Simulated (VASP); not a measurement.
# CdTe (F-43m) in VASP: further runs, part 2 of 2

VASP 6.6.1.

## Step 4: Single point, r2SCAN

INCAR

```
PREC     = Accurate       # precision mode
ENCUT    = 520            # plane-wave cutoff, eV
EDIFF    = 1E-7           # SCF threshold, eV
ISMEAR   = -1             # smearing method
SIGMA    = 0.05           # smearing width, eV
LREAL    = F              # projectors in reciprocal space
LASPH    = T              # aspherical terms in the spheres
NELM     = 100            # most SCF steps
ALGO     = Normal         # electronic algorithm
ISIF     = 2              # what is computed and relaxed
LWAVE    = F              # write WAVECAR
LCHARG   = T              # write CHGCAR
METAGGA  = R2SCAN         # meta-GGA
LMIXTAU  = T            
LELF     = T              # ELF
LVHAR    = T            
NBANDS   = 16             # bands
```

KPOINTS

```
regular mesh
0
Gamma
  7 7 7
```

POSCAR

```
CdTe
1.0
    0.0000000000      3.2050000000      3.2050000000
    3.2050000000      0.0000000000      3.2050000000
    3.2050000000      3.2050000000      0.0000000000
Te Cd
1 1
Direct
    0.7500000000      0.7500000000      0.7500000000
    0.0000000000      0.0000000000      0.0000000000
```

Potentials or basis: VASP PAW PBE potentials, release 64 (Te, Cd).

On the command line:

```bash
$ cat potpaw_PBE.64/Te/POTCAR potpaw_PBE.64/Cd/POTCAR > POTCAR
$ mpirun -np 1 vasp_std > vasp.out
```

OUTCAR:

```text
PREC = Accurate
   ENCUT = 520
   EDIFF = 1E-7
   ISMEAR = -1
   LREAL = F
   LASPH = T
   NELM = 100
   ISIF = 2
   METAGGA = R2SCAN

 ion  position               nearest neighbor table
   1  0.750  0.750  0.750-   2 2.78   2 2.78   2 2.78   2 2.78
   2  0.000  0.000  0.000-   1 2.78   1 2.78   1 2.78   1 2.78

  LATTYP: Found a face centered cubic cell.
 ALAT       =     6.4100000000

  Lattice vectors:

 A1 = (   0.0000000000,   3.2050000000,   3.2050000000)
 A2 = (   3.2050000000,   0.0000000000,   3.2050000000)
 A3 = (   3.2050000000,   3.2050000000,   0.0000000000)

Analysis of symmetry for initial positions (statically):
=====================================================================
 Subroutine PRICEL returns:
 Original cell was already a primitive cell.

 Routine SETGRP: Setting up the symmetry group for a
 face centered cubic supercell.

 Subroutine GETGRP returns: Found 24 space group operations
 (whereof 24 operations were pure point group operations)
 out of a pool of 48 trial point group operations.

The static configuration has the point symmetry T_d .

Analysis of symmetry for dynamics (positions and initial velocities):
=====================================================================
 Subroutine PRICEL returns:
 Original cell was already a primitive cell.

 Routine SETGRP: Setting up the symmetry group for a
 face centered cubic supercell.

 Subroutine GETGRP returns: Found 24 space group operations
 (whereof 24 operations were pure point group operations)
 out of a pool of 48 trial point group operations.

The dynamic configuration has the point symmetry T_d .

 Subroutine INISYM returns: Found 24 space group operations
 (whereof 24 operations are pure point group operations),
 and found     1 'primitive' translations

----------------------------------------------------------------------------------------

                                     Primitive cell

  volume of cell :      65.8437

  direct lattice vectors                    reciprocal lattice vectors
     0.000000000  3.205000000  3.205000000    -0.156006240  0.156006240  0.156006240
     3.205000000  0.000000000  3.205000000     0.156006240 -0.156006240  0.156006240
     3.205000000  3.205000000  0.000000000     0.156006240  0.156006240 -0.156006240

  length of vectors
     4.532554467  4.532554467  4.532554467     0.270210734  0.270210734  0.270210734

  position of ions in fractional coordinates (direct lattice)
     0.750000000  0.750000000  0.750000000
     0.000000000  0.000000000  0.000000000

  ion indices of the primitive-cell ions
   primitive index   ion index
                 1           1
                 2           2

----------------------------------------------------------------------------------------

 KPOINTS: regular mesh

Automatic generation of k-mesh.
 Grid dimensions read from file:
 generate k-points for:    7    7    7

 Generating k-lattice:

  Cartesian coordinates                     Fractional coordinates (reciprocal lattice)
    -0.022286606  0.022286606  0.022286606     0.142857143  0.000000000  0.000000000
     0.022286606 -0.022286606  0.022286606     0.000000000  0.142857143  0.000000000
     0.022286606  0.022286606 -0.022286606     0.000000000  0.000000000  0.142857143

  Length of vectors
     0.038601533  0.038601533  0.038601533

  Shift w.r.t. Gamma in fractional coordinates (k-lattice)
     0.000000000  0.000000000  0.000000000

 Subroutine IBZKPT returns following result:
 ===========================================

 Found     20 irreducible k-points:

 Following reciprocal coordinates:
            Coordinates               Weight
  0.000000  0.000000  0.000000      1.000000
  0.142857  0.000000  0.000000      8.000000
  0.285714  0.000000  0.000000      8.000000
  0.428571  0.000000  0.000000      8.000000
  0.142857  0.142857  0.000000      6.000000
  0.285714  0.142857  0.000000     24.000000
[... 12 lines left out ...]
 -0.428571  0.428571  0.142857     24.000000
 -0.285714  0.428571  0.142857     24.000000
   k-points           NKPTS =     20   k-points in BZ     NKDIM =     20   number of bands    NBANDS=     16
   number of dos      NEDOS =    301   number of ions     NIONS =      2
   total plane-waves  NPLWV =  46656
   dimension x,y,z NGX =    36 NGY =   36 NGZ =   36
   dimension x,y,z NGXF=    72 NGYF=   72 NGZF=   72
   ions per type =               1   1
   NGX,Y,Z   is equivalent  to a cutoff of  13.20, 13.20, 13.20 a.u.
   NGXF,Y,Z  is equivalent  to a cutoff of  26.41, 26.41, 26.41 a.u.
 SYSTEM =  unknown system
   PREC   = accura    normal or accurate (medium, high low for compatibility)
   ISTART =      0    job   : 0-new  1-cont  2-samecut
   ICHARG =      2    charge: 1-file 2-atom 10-const
   ISPIN  =      1    spin polarized calculation?
   LNONCOLLINEAR =      F non collinear calculations
   LSORBIT =      F    spin-orbit coupling
   LASPH  =      T    aspherical Exc in radial PAW
   ENCUT  =  520.0 eV  38.22 Ry    6.18 a.u.   8.43  8.43  8.43*2*pi/ulx,y,z
   NELM   =    100;   NELMIN=  2; NELMDL= -5     # of ELM steps
   EDIFF  = 0.1E-06   stopping-criterion for ELM
   LREAL  =      F    real-space projection
   EDIFFG = 0.1E-05   stopping-criterion for IOM
   NSW    =      0    number of steps for IOM
   IBRION =     -1    ionic relax: 0-MD 1-quasi-New 2-CG
   NFREE  =      0    steps in history (QN), initial steepest desc. (CG)
   ISIF   =      2    stress and relaxation
   ISYM   =      2    0-nonsym 1-usesym 2-fastsym
   POTIM  = 0.5000    time-step for ionic-motion
   TEBEG  =    0.0;   TEEND  =   0.0 temperature during run
   PSTRESS=    0.0 pullay stress
   NELECT =      18.0000    total number of electrons
   NUPDOWN=      -1.0000    fix difference up-down
   EMIN   =  10.00;   EMAX   =-10.00  energy-range for DOS
   EFERMI =   0.00;   METHOD = LEGACY
   ISMEAR =    -1;   SIGMA  =   0.05  broadening in eV -4-tet -1-fermi 0-gaus
   EFERMI_NEDOS =   21; number of points for ismear=-14 and -15
   IALGO  =     38    algorithm
   IMIX   =      4    mixing-type and parameters
     AMIX     =   0.40;   BMIX     =  1.00
     AMIX_MAG =   1.60;   BMIX_MAG =  1.00
  volume/ion in A,a.u.               =      32.92       222.17
  Fermi-wavevector in a.u.,A,eV,Ry     =   1.062497  2.007828 15.359610  1.128899
  Thomas-Fermi vector in A             =   2.197950
   LORBIT       =      0    0 simple, 1 ext, 2 COOP (PROOUT), +10 PAW based schemes
   METAGGA = R2SCAN    functional components
   LHFCALC =     F    Hartree Fock is set to
   AEXX    =    0.0000 exact exchange contribution
   IVDW    =     0    specifies the selected vdW correction
   LEPSILON=     F    determine dielectric tensor
   LRPA    =     F    only Hartree local field effects (RPA)
 non-spin polarized calculation
  energy-cutoff  :      520.00
  volume of cell :       65.84
 maximum number of plane-waves:      1807
 NGX is ok and might be reduce to    36
   NGX = 17   NGY = 17   NGZ = 17

 number of electron      17.9999995 magnetization

 Free energy of the ion-electron system (eV)
  ---------------------------------------------------
  ext. energy  EPLUGINS =         0.00000000
  ---------------------------------------------------
  free energy    TOTEN  =       -46.59662272 eV

  energy without entropy =      -46.59662271  energy(sigma->0) =      -46.59662272

 E-fermi :   3.1346     XC(G=0):  -9.2593

 val. band max:        2.4126751517   @ k =   0.0000   0.0000   0.0000
 cond. band min:       3.7949555568   @ k =   0.0000   0.0000   0.0000
 fundamental gap:      1.3822804051
 Fermi energy:         3.1345592460

 k-point     1 :       0.0000    0.0000    0.0000
  band No.  band energies     occupation
      1      -9.3204      2.00000
      2      -6.2697      2.00000
      3      -6.2697      2.00000
      4      -6.2697      2.00000
      5      -5.9570      2.00000
      6      -5.9570      2.00000
[... 8 lines left out ...]
     15      12.2990      0.00000
     16      12.2990      0.00000
[... 343 lines left out ...]
 k-point    20 :      -0.2857    0.4286    0.1429
  band No.  band energies     occupation
      1      -8.7563      2.00000
      2      -6.1326      2.00000
      3      -6.1175      2.00000
      4      -5.9941      2.00000
      5      -5.9534      2.00000
      6      -5.3229      2.00000
[... 8 lines left out ...]
     15      13.2446      0.00000
     16      15.2422      0.00000

------------------------ aborting loop because EDIFF is reached ----------------------------------------

  FORCE on cell =-STRESS in cart. coord.  units (eV):
  Direction    XX          YY          ZZ          XY          YZ          ZX
  --------------------------------------------------------------------------------------
  -------------------------------------------------------------------------------------
  Total        1.3829037      1.3829037      1.3829037     -0.0000000     -0.0000000      0.0000000
  in kB       33.6502606     33.6502606     33.6502606     -0.0000000     -0.0000000      0.0000000
  external PRESSURE =      33.6502606 kB  Pullay stress =       0.0000000 kB

 VOLUME and BASIS-vectors are now :
 -----------------------------------------------------------------------------
  energy-cutoff  :      520.00
  volume of cell :       65.84
      direct lattice vectors                 reciprocal lattice vectors
     0.000000000  3.205000000  3.205000000    -0.156006240  0.156006240  0.156006240
     3.205000000  0.000000000  3.205000000     0.156006240 -0.156006240  0.156006240
     3.205000000  3.205000000  0.000000000     0.156006240  0.156006240 -0.156006240

 POSITION                                       TOTAL-FORCE (eV/Angst)
 -----------------------------------------------------------------------------------
      4.80750      4.80750      4.80750        -0.000000     -0.000000     -0.000000
      0.00000      0.00000      0.00000         0.000000      0.000000      0.000000
 -----------------------------------------------------------------------------------
    total drift:                                0.000002      0.000002      0.000002

  FREE ENERGIE OF THE ION-ELECTRON SYSTEM (eV)
  ---------------------------------------------------
  free  energy   TOTEN  =       -46.5966227246 eV

  energy  without entropy=      -46.5966227085  energy(sigma->0) =      -46.59662272
```

Wall time 3.1 min (1 thread of Intel Xeon Platinum 8375C at 2.90GHz (Ice Lake), shared host); peak memory 0.22 GiB.

Results:

```yaml
Free_energy: -46.5966 eV
Pressure: 3.4 GPa
Band_gap_on_the_k_mesh: 1.38 eV, direct
```

Caveat: the PAW data sets were made with another functional, which shifts forces and pressure a little; spin-orbit coupling is left out, which moves the levels of the heavy elements.

## Step 5: Single point, LDA (grid = ENCUT=400 dk=0.35 cell=3x3x3 ISMEAR=0 SIGMA=0.05 LREAL=Auto EDIFF=1e-06)

INCAR

```
PREC = Accurate ; ENCUT = 400
EDIFF = 1E-6 ; ISMEAR = 0
SIGMA = 0.05 ; LREAL = Auto
LASPH = T ; NELM = 120
ALGO = Fast ; ISIF = 2
LWAVE = F ; LCHARG = F
GGA = CA ; NBANDS = 261
NCORE = 1 ; KPAR = 2
```

KPOINTS

```
Automatic mesh
0
Gamma
  2 2 2
```

POSCAR

```
CdTe
1.0
    0.0000000000      9.6150000000      9.6150000000
    9.6150000000      0.0000000000      9.6150000000
    9.6150000000      9.6150000000      0.0000000000
Cd Te
27 27
Direct
    0.2500000000      0.2500000000      0.2500000000
    0.0000000000      0.0000000000      0.0000000000
    0.0000000000      0.0000000000      0.3333333333
    0.0000000000      0.0000000000      0.6666666667
    0.0000000000      0.3333333333      0.0000000000
    0.0000000000      0.3333333333      0.3333333333
    0.0000000000      0.3333333333      0.6666666667
    0.0000000000      0.6666666667      0.0000000000
    0.0000000000      0.6666666667      0.3333333333
    0.0000000000      0.6666666667      0.6666666667
    0.3333333333      0.0000000000      0.0000000000
    0.3333333333      0.0000000000      0.3333333333
    0.3333333333      0.0000000000      0.6666666667
    0.3333333333      0.3333333333      0.0000000000
    0.3333333333      0.3333333333      0.6666666667
    0.3333333333      0.6666666667      0.0000000000
    0.3333333333      0.6666666667      0.3333333333
    0.3333333333      0.6666666667      0.6666666667
    0.6666666667      0.0000000000      0.0000000000
    0.6666666667      0.0000000000      0.3333333333
    0.6666666667      0.0000000000      0.6666666667
    0.6666666667      0.3333333333      0.0000000000
    0.6666666667      0.3333333333      0.3333333333
    0.6666666667      0.3333333333      0.6666666667
    0.6666666667      0.6666666667      0.0000000000
    0.6666666667      0.6666666667      0.3333333333
    0.6666666667      0.6666666667      0.6666666667
    0.2500000000      0.2500000000      0.5833333333
    0.2500000000      0.2500000000      0.9166666667
    0.2500000000      0.5833333333      0.2500000000
    0.2500000000      0.5833333333      0.5833333333
    0.2500000000      0.5833333333      0.9166666667
    0.2500000000      0.9166666667      0.2500000000
    0.2500000000      0.9166666667      0.5833333333
    0.2500000000      0.9166666667      0.9166666667
    0.5833333333      0.2500000000      0.2500000000
    0.5833333333      0.2500000000      0.5833333333
    0.5833333333      0.2500000000      0.9166666667
    0.5833333333      0.5833333333      0.2500000000
    0.5833333333      0.5833333333      0.5833333333
    0.5833333333      0.5833333333      0.9166666667
    0.5833333333      0.9166666667      0.2500000000
    0.5833333333      0.9166666667      0.5833333333
    0.5833333333      0.9166666667      0.9166666667
    0.9166666667      0.2500000000      0.2500000000
    0.9166666667      0.2500000000      0.5833333333
    0.9166666667      0.2500000000      0.9166666667
    0.9166666667      0.5833333333      0.2500000000
    0.9166666667      0.5833333333      0.5833333333
    0.9166666667      0.5833333333      0.9166666667
    0.9166666667      0.9166666667      0.2500000000
    0.9166666667      0.9166666667      0.5833333333
    0.9166666667      0.9166666667      0.9166666667
    0.3333333333      0.3333333333      0.3333333333
```

Potentials or basis: VASP PAW LDA potentials, release 64 (Cd, Te).

On the command line:

```bash
$ cat potpaw_LDA.64/Cd/POTCAR potpaw_LDA.64/Te/POTCAR > POTCAR
$ mpirun -np 4 vasp_std > vasp.out
```

It took 8.8 min on 4 MPI ranks of Intel Xeon Platinum 8488C (Sapphire Rapids), shared host; peak memory 0.94 GiB.

The run converged, but some of its settings lie outside the range that counts as converged, so its numbers aren't taken as properties of the crystal.

What came out:

```
Free energy            : -158.2862 eV
Pressure               : 0.4 GPa
Largest force          : 1.552 eV/Å
Band gap on the k mesh : none (metal or under the smearing width)
```

## Step 6: Overview

```csv
task,level,cell,cutoff (eV),smearing,gap on the mesh (eV),pressure (GPa),relaxed volume (Å³/atom)
relaxation of cell and atoms,MS2,relaxed,600,gaussian 0.05 eV,1.01,0.0,34.56
relaxation of cell and atoms,r2SCAN+D4,relaxed,600,gaussian 0.05 eV,1.19,0.0,34.85
single point,r2SCAN,as given,520,fermi-dirac 0.05 eV,1.38,3.4,-
```

Alike in all rows: potentials or basis VASP PAW PBE potentials, release 64 (Te, Cd); no spin polarisation; k mesh 7 × 7 × 7.

Caveats: the PAW data sets were made with another functional, which shifts forces and pressure a little; spin-orbit coupling is left out, which moves the levels of the heavy elements.

Total energies depend on the potentials used, so only differences within one code and one set of settings carry meaning.

## Step 7: Comparison with measurements

Step 4. Against the measured gap of CdTe, 1.607 eV (0 K; a printed reference work, data compilation), the calculated 1.38 eV is off by -0.22 eV. Spin-orbit coupling on Cd, Te is left out. The value is that of r2SCAN, without temperature or zero-point motion.
